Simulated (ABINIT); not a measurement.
A run of ABINIT 10.8.3 (patched build):

File run.abi:

```
# Datasets: ground state, then fixed potential
ndtset 2

# Pseudopotentials
pp_dirpath "./"
pseudos "Si.GGA_PBE-JTH.xml"

# Structure
acell 9.6009852703 9.6009852703 9.6009852703
rprim
    -0.6545347976     0.6545347976     0.3783760001
     0.6545347976    -0.6545347976     0.3783760001
     0.6545347976     0.6545347976    -0.3783760001
ntypat 1
znucl 14
natom 4
typat 1 1 1 1
xcart
    -2.1362583620     2.1362583620     1.9223856600
     2.1362583620    -2.1362583620     1.9223856600
     2.1362583620     2.1362583620     1.9223856600
     1.1891859280     1.1891859280     0.0000000000 Angstrom

# Plane-wave basis
ecut 18.0
pawecutdg 36.0

# Exchange and correlation
ixc -497498
usekden 1
pawxcdev 0

# Bands and occupations
occopt 3
tsmear 0.05 eV

# SCF cycle
nstep 100

# Output
iomode 3
prtwf 0
prteig 0
prtebands 0
enunit 1
prtden1 1
prtkden1 1
prtvha1 1
prtvclmb1 1
prtpot1 1

# Dataset 1
kptopt1 1
ngkpt1 8 8 8
nshiftk1 1
shiftk1 0.0 0.0 0.0
nband1 12
tolvrs1 1.0e-7

# Dataset 2: bands along G-X-M-G-Z-P-N-Z1-M
iscf2 -2
getden2 1
getkden2 1
nband2 18
nbdbuf2 4
tolwfr2 1.0e-11
kptopt2 -8
ndivsm2 8
prteig2 1
kptbounds2
     0.0000000000     0.0000000000     0.0000000000
     0.0000000000     0.0000000000     0.5000000000
    -0.5000000000     0.5000000000     0.5000000000
     0.0000000000     0.0000000000     0.0000000000
     0.3335452363     0.3335452363    -0.3335452363
     0.2500000000     0.2500000000     0.2500000000
     0.0000000000     0.5000000000     0.0000000000
    -0.3335452363     0.6664547637     0.3335452363
    -0.5000000000     0.5000000000     0.5000000000
```

Potentials or basis: JTH PAW PBE v2.0.

Command:

```console
$ abinit run.abi > log 2>&1
```

Hardware: 1 thread of Arm Neoverse V2, with other jobs on the host.

Estimate the wall time of this run.

Wall time 23 min on 1 thread of Arm Neoverse V2, on a shared host, peak memory 0.22 GiB. Counts: scf iterations 48, mpi ranks 1, k points 59, bands 12, plane waves 2111.
